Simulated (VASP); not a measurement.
# H2CO2 in VASP: notebook

The runs below take H2CO2 through single point, with LDA.

Everything below comes from runs of VASP 6.6.1. Logs are shortened: lines on timing, memory, paths and dates and some standing lists are left out, and cuts for length are marked.

## Step 1: The structure

The cell holds a amorphous, 40 atoms: a = 7.388 Å, b = 7.388 Å, c = 7.388 Å, α = 90.00°, β = 90.00°, γ = 90.00°.

The cell was built by a generator and needn't be a form met in nature.

## Step 2: Single point, LDA

INCAR reads:

```
SYSTEM = H2CO2
  PREC = Accurate
  ENCUT = 520
  EDIFF = 1E-6
  ISMEAR = -1
  SIGMA = 0.05
  LREAL = Auto
  LASPH = .True.
  NELM = 100
  ALGO = Normal
  ISIF = 2
  LWAVE = .False.
  LCHARG = .False.
  NBANDS = 98
```

KPOINTS reads:

```
regular mesh
0
Gamma
  1 1 1
  0 0 0
```

POSCAR reads:

```
H2CO2
1.0
    7.3876590000      0.0000000000      0.0000000000
    0.0000000000      7.3876590000      0.0000000000
    0.0000000000      0.0000000000      7.3876590000
O C H
16 8 16
Direct
    0.2677979587      0.9808925940      0.7038900956
    0.4762401730      0.8210720067      0.5665258778
    0.4680643760      0.3913147588      0.6688722368
    0.6815014066      0.5910938770      0.7491277007
    0.6262741689      0.5737406126      0.0906647153
    0.7317879723      0.8552506281      0.0403916856
    0.2229799724      0.1894510832      0.1979246741
    0.3062675199      0.3259625275     -0.0548211551
    0.0667058401      0.6023423658      0.0232143904
    0.2935842058      0.7915904077     -0.0068221882
    0.8989857274      0.1149213844      1.0517269408
    0.6687098037      0.2277446753      0.8956558498
    0.0974327591      0.4165730985      0.5758657783
    0.2755135287      0.5576055960      0.3720393700
    0.9014628315     -0.0917611384      0.6832069537
    0.9423824245     -0.0892163539      0.3929661615
    0.3839917354      0.9486360970      0.5762312527
    0.5791009033      0.5195556536      0.6403787722
    0.6846011707      0.7248439594      0.1469883762
    0.3361281294      0.2796149633      0.1000858323
    0.1476651805      0.7507791034      0.0601679098
    0.8247402865      0.2330237495      0.9535767690
    0.1261698733      0.5228719950      0.4281599895
    0.9674512589     -0.0158236865      0.5369630623
    0.2748908687      0.9160818062      0.8185272222
    0.3627130056      1.0596590882      0.4771741630
    0.4476654919      0.3823132605      0.8179180983
    0.5551555642      0.5801973264      0.5036778227
    0.6561212422      0.5674057235     -0.0591256310
    0.6769938894      0.7431988943      0.2969005473
    0.1007355645      0.1360918256      0.1397194971
    0.4682674173      0.3100034801      0.1646935788
    0.1478682219      0.5052615450     -0.0319180948
    0.0849254141      0.8292748758      0.1773092126
    0.8158335408     -0.0079050752      1.0628400688
    0.9096115562      0.3520871767      0.9282101407
    0.2244418699      0.3827599514      0.5969956112
   -0.0025853927      0.5891176082      0.3756535054
    0.8222767185     -0.1933224043      0.6421655358
    1.0463395779      0.1112124964      0.5665123417
```

Potentials or basis: VASP PAW LDA potentials, release 64 (O, C, H).

Command:

```bash
> cat potpaw_LDA.64/O/POTCAR potpaw_LDA.64/C/POTCAR potpaw_LDA.64/H/POTCAR > POTCAR
> mpirun -np 1 vasp_gam > vasp.out
```

OUTCAR:

```text
SYSTEM = H2CO2
   PREC = Accurate
   ENCUT = 520
   EDIFF = 1E-6
   ISMEAR = -1
   LREAL = Auto
   LASPH = .True.
   NELM = 100
   ISIF = 2

 ion  position               nearest neighbor table
   1  0.268  0.981  0.704-  25 0.97  17 1.30
   2  0.476  0.821  0.567-  17 1.17
   3  0.468  0.391  0.669-  27 1.11  18 1.27
   4  0.682  0.591  0.749-  18 1.22
   5  0.626  0.574  0.091-  29 1.13  19 1.27
   6  0.732  0.855  0.040-  35 1.20  19 1.29
   7  0.223  0.189  0.198-  31 1.08  20 1.29
   8  0.306  0.326  0.945-  20 1.21
   9  0.067  0.602  0.023-  33 1.02  21 1.28
  10  0.294  0.792  0.993-  21 1.22
  11  0.899  0.115  0.052-  35 1.10  22 1.26
  12  0.669  0.228  0.896-  22 1.23
  13  0.097  0.417  0.576-  37 0.98  23 1.36
  14  0.276  0.558  0.372-  23 1.21
  15  0.901  0.908  0.683-  39 1.00  24 1.31
  16  0.942  0.911  0.393-  24 1.21
  17  0.384  0.949  0.576-  26 1.11   2 1.17   1 1.30
[... 9 lines left out ...]
  27  0.448  0.382  0.818-   3 1.11
  28  0.555  0.580  0.504-  18 1.12
  29  0.656  0.567  0.941-   5 1.13
  30  0.677  0.743  0.297-  19 1.12
  31  0.101  0.136  0.140-   7 1.08
  32  0.468  0.310  0.165-  20 1.11
  33  0.148  0.505  0.968-   9 1.02
  34  0.085  0.829  0.177-  21 1.14
  35  0.816  0.992  0.063-  11 1.10   6 1.20
  36  0.910  0.352  0.928-  22 1.10
  37  0.224  0.383  0.597-  13 0.98
  38  0.997  0.589  0.376-  23 1.14
  39  0.822  0.807  0.642-  15 1.00
  40  0.046  0.111  0.567-  24 1.13

  LATTYP: Found a simple cubic cell.
 ALAT       =     7.3876590000

  Lattice vectors:

 A1 = (   7.3876590000,   0.0000000000,   0.0000000000)
 A2 = (   0.0000000000,   7.3876590000,   0.0000000000)
 A3 = (   0.0000000000,   0.0000000000,   7.3876590000)

Analysis of symmetry for initial positions (statically):
=====================================================================
 Subroutine PRICEL returns:
 Original cell was already a primitive cell.

 Routine SETGRP: Setting up the symmetry group for a
 simple cubic supercell.

 Subroutine GETGRP returns: Found  1 space group operations
 (whereof  1 operations were pure point group operations)
 out of a pool of 48 trial point group operations.

The static configuration has the point symmetry C_1 .

Analysis of symmetry for dynamics (positions and initial velocities):
[... 165 lines left out ...]
   EDIFFG = 0.1E-04   stopping-criterion for IOM
   NSW    =      0    number of steps for IOM
   IBRION =     -1    ionic relax: 0-MD 1-quasi-New 2-CG
   NFREE  =      0    steps in history (QN), initial steepest desc. (CG)
   ISIF   =      2    stress and relaxation
   ISYM   =      2    0-nonsym 1-usesym 2-fastsym
   POTIM  = 0.5000    time-step for ionic-motion
   TEBEG  =    0.0;   TEEND  =   0.0 temperature during run
   PSTRESS=    0.0 pullay stress
   NELECT =     144.0000    total number of electrons
   NUPDOWN=      -1.0000    fix difference up-down
   EMIN   =  10.00;   EMAX   =-10.00  energy-range for DOS
   EFERMI =   0.00;   METHOD = LEGACY
   ISMEAR =    -1;   SIGMA  =   0.05  broadening in eV -4-tet -1-fermi 0-gaus
   EFERMI_NEDOS =   21; number of points for ismear=-14 and -15
   IALGO  =     38    algorithm
   IMIX   =      4    mixing-type and parameters
     AMIX     =   0.40;   BMIX     =  1.00
     AMIX_MAG =   1.60;   BMIX_MAG =  1.00
  volume/ion in A,a.u.               =      10.08        68.02
  Fermi-wavevector in a.u.,A,eV,Ry     =   1.161508  2.194932 18.355627  1.349101
  Thomas-Fermi vector in A             =   2.298079
   LORBIT       =      0    0 simple, 1 ext, 2 COOP (PROOUT), +10 PAW based schemes
   GGA     = CA    functional components
   LHFCALC =     F    Hartree Fock is set to
   AEXX    =    0.0000 exact exchange contribution
   IVDW    =     0    specifies the selected vdW correction
   LEPSILON=     F    determine dielectric tensor
   LRPA    =     F    only Hartree local field effects (RPA)
 non-spin polarized calculation
  energy-cutoff  :      520.00
  volume of cell :      403.20
 maximum number of plane-waves:      5414
 NGX is ok and might be reduce to    54
   NGX = 27   NGY = 27   NGZ = 27

 number of electron     143.9999999 magnetization

 Free energy of the ion-electron system (eV)
  ---------------------------------------------------
  ext. energy  EPLUGINS =         0.00000000
  ---------------------------------------------------
  free energy    TOTEN  =      -258.64109148 eV

  energy without entropy =     -258.64109148  energy(sigma->0) =     -258.64109148

 E-fermi :  -0.2229     XC(G=0):  -8.5424

 val. band max:       -1.4906648829   @ k =   0.0000   0.0000   0.0000
 cond. band min:       2.2940127888   @ k =   0.0000   0.0000   0.0000
 fundamental gap:      3.7846776717
 Fermi energy:        -0.2229350177

 k-point     1 :       0.0000    0.0000    0.0000
  band No.  band energies     occupation
      1     -23.9324      2.00000
      2     -23.6083      2.00000
      3     -23.5008      2.00000
      4     -23.3572      2.00000
      5     -23.3148      2.00000
      6     -23.2597      2.00000
[... 76 lines left out ...]
     83       5.4994      0.00000
     84       5.9937      0.00000
 [bands above 84 left out]

------------------------ aborting loop because EDIFF is reached ----------------------------------------

  FORCE on cell =-STRESS in cart. coord.  units (eV):
  Direction    XX          YY          ZZ          XY          YZ          ZX
  --------------------------------------------------------------------------------------
  -------------------------------------------------------------------------------------
  Total        3.9089223      9.3383249      4.2534463     -1.6255664     -1.9279554      1.3773877
  in kB       15.5327050     37.1072729     16.9017242     -6.4594387     -7.6610279      5.4732624
  external PRESSURE =      23.1805674 kB  Pullay stress =       0.0000000 kB

 VOLUME and BASIS-vectors are now :
 -----------------------------------------------------------------------------
  energy-cutoff  :      520.00
  volume of cell :      403.20
      direct lattice vectors                 reciprocal lattice vectors
     7.387659000  0.000000000  0.000000000     0.135360877  0.000000000  0.000000000
     0.000000000  7.387659000  0.000000000     0.000000000  0.135360877  0.000000000
     0.000000000  0.000000000  7.387659000     0.000000000  0.000000000  0.135360877

 POSITION                                       TOTAL-FORCE (eV/Angst)
 -----------------------------------------------------------------------------------
      1.97840      7.24650      5.20010        -0.844721      1.787057     -0.026459
      3.51830      6.06580      4.18530         2.958989     -2.682290     -0.662762
      3.45790      2.89090      4.94140        -0.946389     -0.286196      2.179884
      5.03470      4.36680      5.53430         0.979949      0.168847      1.244829
      4.62670      4.23860      0.66980         0.576734     -0.637900     -1.439867
      5.40620      6.31830      0.29840        -1.315150     -3.691564      1.451897
[... 32 lines left out ...]
      6.07470      5.95946      4.74410        -0.149268     -0.240520      0.615697
      0.34234      0.82160      4.18520        -0.560021     -0.393733     -0.358131
 -----------------------------------------------------------------------------------
    total drift:                                0.016501      0.019754      0.018869

  FREE ENERGIE OF THE ION-ELECTRON SYSTEM (eV)
  ---------------------------------------------------
  free  energy   TOTEN  =      -258.6410914763 eV

  energy  without entropy=     -258.6410914762  energy(sigma->0) =     -258.64109148
```

Wall time 74 s (1 thread of AMD EPYC 7R43 (Zen 3), shared host); peak memory 0.25 GiB.

What came out:

| Item | Value |
| --- | --- |
| Free energy | -258.6411 eV |
| Pressure | 2.3 GPa |
| Largest force | 4.179 eV/Å |
| Band gap on the k mesh | 3.78 eV, direct |

Forces on the atoms (eV/Å):
```
O   -0.845  1.787 -0.026
O    2.959 -2.682 -0.663
O   -0.946 -0.286  2.180
O    0.980  0.169  1.245
O    0.577 -0.638 -1.440
O   -1.315 -3.692  1.452
O   -0.753 -0.862  0.294
O   -0.676  1.090 -1.524
O   -1.142 -2.072 -0.090
O    0.167  0.565 -0.258
O    2.291 -0.507  1.376
O    0.471 -0.233  0.434
O   -0.121  0.749 -1.510
O    0.133 -0.087 -0.564
O   -0.163  0.407  0.567
O    0.258  0.035 -1.887
C   -2.627  3.031 -0.030
C   -0.596  0.881 -2.254
C    0.168  2.981 -0.760
C    0.403 -0.979  1.449
C    1.176  0.972  1.320
C   -1.527  1.627 -1.140
C   -1.370  0.484  0.872
C   -0.016  0.121  1.162
H    0.531 -1.327  1.187
H    0.544 -0.004 -0.619
H   -0.259 -1.068 -1.453
H    0.781 -0.602  0.079
H   -0.411  0.098  0.295
H    0.244  0.197 -0.290
H    0.584  1.094 -0.099
H   -0.185  0.001  0.132
H   -0.099  0.622 -0.179
H   -0.110 -0.198 -0.810
H   -0.237 -0.390  0.409
H    0.360  0.444 -0.256
H    0.968 -0.549  0.921
H    0.513 -0.545  0.221
H   -0.149 -0.241  0.616
H   -0.560 -0.394 -0.358
```

Caveat: the standard files for N, O and F lose accuracy on very short bonds.

## Step 3: Single point, LDA

INCAR reads:

```
SYSTEM = H2CO2
PREC = Accurate
ENCUT = 520
EDIFF = 1E-6
ISMEAR = -1
SIGMA = 0.05
LREAL = Auto
LASPH = .TRUE.
NELM = 100
ALGO = Fast
ISIF = 2
LWAVE = .FALSE.
LCHARG = .FALSE.
NBANDS = 98
```

KPOINTS reads:

```
regular mesh
0
G
  1 1 1
  0 0 0
```

POSCAR reads:

```
H2CO2
1.0
    7.3876590000      0.0000000000      0.0000000000
    0.0000000000      7.3876590000      0.0000000000
    0.0000000000      0.0000000000      7.3876590000
O C H
16 8 16
Direct
    0.2917568339      1.0092100894      0.6934402359
    0.5032852762      0.8258367096      0.5709521785
    0.4658173855      0.3722694835      0.6654746788
    0.6857382020      0.5677305896      0.7729241428
    0.6032086754      0.5780450884      0.1232190062
    0.7286069917      0.8580255261      0.0589225897
    0.2210307758      0.1833327716      0.2020667169
    0.3018412193      0.3188019371     -0.0548346912
    0.0429500062      0.6653122457      0.0200063376
    0.2953303611      0.8216269863     -0.0126968502
    0.9331914210      0.1411678585      1.0528639722
    0.6937921742      0.2389390198      0.9222542621
    0.0908542205      0.3901777275      0.5546818011
    0.2664308139      0.5369495262      0.3476473400
    0.9267076350     -0.1267925333      0.6714576295
    0.9478103957     -0.0778731124      0.3767228563
    0.4114293851      0.9625241230      0.5683397136
    0.5963729512      0.4890994563      0.6516543333
    0.6393771017      0.7602949730      0.1630286401
    0.3374952742      0.2659164425      0.1013311524
    0.1767406969      0.7705688636      0.0847494450
    0.8476704190      0.2625324206      0.9612111225
    0.1208095826      0.5065610094      0.4165595624
    0.9659352171     -0.0247981126      0.5310884003
    0.2822680365      0.9369815255      0.8072922694
    0.4035378460      1.0675776995      0.4593065273
    0.4501155237      0.3748142680      0.8052889285
    0.6614138525      0.4762131008      0.5075356077
    0.6239188896      0.5604617105     -0.0030997641
    0.5947621567      0.7996714521      0.3110186867
    0.0979877387      0.1550694205      0.1439969008
    0.4800979580      0.3084468300      0.1526464608
    0.0939675207      0.6028973454     -0.0990300175
    0.1705140965      0.8256472043      0.2193658370
    0.8472372642      0.0392546543      1.0568300459
    0.9195335085      0.3860086125      0.9058755960
    0.2118533083      0.3450619472      0.5983221478
   -0.0154040678      0.5594329679      0.3717009678
    0.8363136414     -0.2170105577      0.6486899301
    0.9776303969      0.1207419021      0.5600285557
```

Potentials or basis: VASP PAW LDA potentials, release 64 (O, C, H).

Command:

```bash
> cat potpaw_LDA.64/O/POTCAR potpaw_LDA.64/C/POTCAR potpaw_LDA.64/H/POTCAR > POTCAR
> mpirun -np 1 vasp_gam > vasp.out
```

Wall time 78 s (1 thread of AMD EPYC 7R43 (Zen 3), shared host); peak memory 0.27 GiB.

Results (log left out):

| Property | Result |
| --- | --- |
| Free energy | -257.9597 eV |
| Pressure | -0.5 GPa |
| Largest force | 4.420 eV/Å |
| Band gap on the k mesh | 4.21 eV, direct |

Forces on the atoms (eV/Å):
```
O    0.010  0.917 -0.994
O    0.205  0.321 -0.403
O    0.403  1.380  1.196
O   -1.769 -0.724 -1.163
O   -0.215  3.027  3.214
O   -1.538 -1.154  1.255
O    1.508 -0.263  1.142
O   -0.106 -0.116  0.696
O    1.406 -1.146 -0.674
O    2.200  0.777 -1.472
O    1.675  0.031  0.401
O   -2.812 -0.191 -0.567
O    0.778  0.496 -0.137
O   -0.396  0.193  0.309
O    1.231  1.439  1.378
O    0.445 -0.231 -0.696
C   -0.810 -0.026  0.753
C    3.617 -0.192 -1.878
C    1.032 -0.771 -0.390
C    0.831  1.281 -0.951
C   -1.804 -0.782 -0.772
C    0.932  2.099 -1.388
C   -0.710 -0.684  0.134
C   -1.658 -0.077 -0.435
H    0.477 -0.885  0.350
H    0.337 -0.278 -0.101
H   -1.410 -1.176  0.225
H   -0.904  0.787  0.991
H    0.783 -0.198 -2.795
H    0.287 -0.520 -1.493
H   -0.058  0.252 -0.412
H   -1.459 -0.878  0.197
H   -0.853  1.350  1.896
H   -0.907 -0.194  1.045
H   -1.133 -2.152  0.778
H    0.262 -0.582  0.736
H   -0.133  0.052 -0.070
H    0.565  0.159 -0.065
H   -1.096 -1.536 -0.233
H    0.789  0.196  0.389
```

Stress tensor (GPa, compression positive):
```
 0.44 -0.63  0.12
-0.63 -1.87 -1.68
 0.12 -1.68  0.02
```

Levels at points of the mesh, in eV from the valence-band top:
```csv
k point,band 68,band 69,band 70,band 71,band 72,band 73,band 74,band 75,band 76,band 77
"(0.00, 0.00, 0.00)",-0.67,-0.56,-0.40,-0.19,0.00,4.21,4.30,4.37,4.55,4.65
```

Caveat: the standard files for N, O and F lose accuracy on very short bonds.

## Step 4: Single point, LDA

INCAR reads:

```
SYSTEM = H2CO2
ALGO = Normal
EDIFF = 1E-6
ENCUT = 520
GGA = CA
ISIF = 2
ISMEAR = -1
LASPH = .TRUE.
LCHARG = .FALSE.
LREAL = Auto
LWAVE = .FALSE.
NBANDS = 98
NELM = 100
PREC = Accurate
SIGMA = 0.05
```

KPOINTS reads:

```
k-points
0
G
  1 1 1
  0 0 0
```

POSCAR reads:

```
H2CO2
1.0
    7.3876590000      0.0000000000      0.0000000000
    0.0000000000      7.3876590000      0.0000000000
    0.0000000000      0.0000000000      7.3876590000
O C H
16 8 16
Direct
    0.3414072036      1.0062998306      0.7102655929
    0.5652399495      0.8352307544      0.5717643438
    0.4369449104      0.4137982005      0.7031591469
    0.7069627875      0.5569693999      0.7802200941
    0.6067280582      0.5982815395      0.0880657865
    0.7296086622      0.8630203424      0.0341515492
    0.2517712309      0.1848352773      0.2222084154
    0.2551958611      0.3511396506     -0.0275324023
    0.0359247767      0.6812712931      0.0202093789
    0.2972795577      0.8382086937     -0.0060370951
    0.9226874169      0.1150026010      1.0885044911
    0.7055956427      0.2148853920      0.9108839485
    0.1384606409      0.4015480411      0.5549254507
    0.2437714031      0.5537884193      0.3241351557
    0.9045625955     -0.1561387714      0.6661920914
    0.8993782740     -0.0549835882      0.3827328793
    0.4753061829      0.9699283630      0.5876827829
    0.5959939407      0.4851198465      0.6813119014
    0.6500841471      0.7637602115      0.1453775817
    0.3327847157      0.2747419717      0.0960791504
    0.1776340787      0.7686602752      0.0858729403
    0.8585398974      0.2324416977      0.9675730837
    0.1157876940      0.4933091795      0.4056359396
    0.9540776043     -0.0443306872      0.5372608562
    0.3176649058      0.9036421416      0.8073870221
    0.4863651666      1.1067917455      0.5122055579
    0.3799985895      0.4037408873      0.8465739959
    0.6329745323      0.4936746539      0.5413893630
    0.6486087135      0.6116416581     -0.0383071281
    0.6002307362      0.8019455148      0.2882645233
    0.1235980166      0.1361595060      0.1920635481
    0.4745210898      0.2934488449      0.0965393774
    0.0174209448      0.7014400638     -0.1271173994
    0.1861076696      0.8064936403      0.2320897594
    0.8445841910      0.0002842578      1.0911575643
    0.9632550717      0.3576640449      0.9344908854
    0.2811580773      0.3964449361      0.6005420662
   -0.0183007905      0.5093223713      0.3523172902
    0.7897359637     -0.2148583198      0.6232826935
    1.0561261693      0.0566891352      0.5847860601
```

Command:

```bash
> cat potpaw_LDA.64/O/POTCAR potpaw_LDA.64/C/POTCAR potpaw_LDA.64/H/POTCAR > POTCAR
> mpirun -np 1 vasp_gam > vasp.out
```

It took 85 s on 1 thread of AMD EPYC 7R43 (Zen 3), shared host; peak memory 0.26 GiB.

The run converged. Its results:

```
Free energy            : -258.1160 eV
Pressure               : 0.1 GPa
Largest force          : 4.236 eV/Å
Band gap on the k mesh : 3.95 eV, direct
```

Forces on the atoms (eV/Å):
```
O    1.325 -1.410 -1.331
O    0.048 -0.863 -0.121
O    0.510  0.258  2.145
O   -0.396 -0.019  0.740
O   -0.488  1.470  2.905
O   -0.782 -0.670  1.540
O    0.230 -0.995  0.227
O   -0.590  0.773 -1.893
O    0.163  0.472 -2.067
O    0.380 -0.263 -0.615
O    2.097  1.752 -0.401
O   -0.236  0.361 -0.648
O   -0.029 -0.362  0.632
O    1.362  0.591 -0.864
O    0.034 -0.251  0.532
O    0.037  0.002  0.019
C   -2.209  3.287  1.504
C    0.498  0.528 -1.519
C   -0.589 -0.182 -0.578
C   -0.986 -0.305  0.961
C   -0.503  1.146 -0.195
C    1.041  1.171  0.481
C    1.464 -0.864  1.198
C    0.826  0.407 -0.192
H    0.280  0.472 -0.121
H    0.365 -1.296 -0.045
H   -0.609 -0.365 -0.412
H   -0.015 -0.486 -1.589
H    0.576 -1.197 -1.830
H    0.737 -0.279 -1.058
H   -0.113  0.798 -0.457
H    1.905 -0.323  0.880
H    0.456 -0.176  2.881
H   -0.890 -0.660 -0.454
H   -1.026 -0.569 -0.070
H   -1.598 -1.977  0.486
H   -1.530  0.349 -0.917
H   -1.479 -0.048 -0.054
H   -0.175 -0.227  0.349
H   -0.090 -0.053 -0.052
```

Stress tensor (GPa, compression positive):
```
-0.06 -0.55 -0.19
-0.55 -0.30 -1.07
-0.19 -1.07  0.74
```

Levels at points of the mesh, in eV from the valence-band top:
| k point | band 69 | band 70 | band 71 | band 72 | band 73 | band 74 | band 75 | band 76 |
| --- | --- | --- | --- | --- | --- | --- | --- | --- |
| (0.00, 0.00, 0.00) | -0.86 | -0.55 | -0.34 | 0.00 | 3.95 | 4.10 | 4.16 | 4.29 |

Caveat: the standard files for N, O and F lose accuracy on very short bonds.
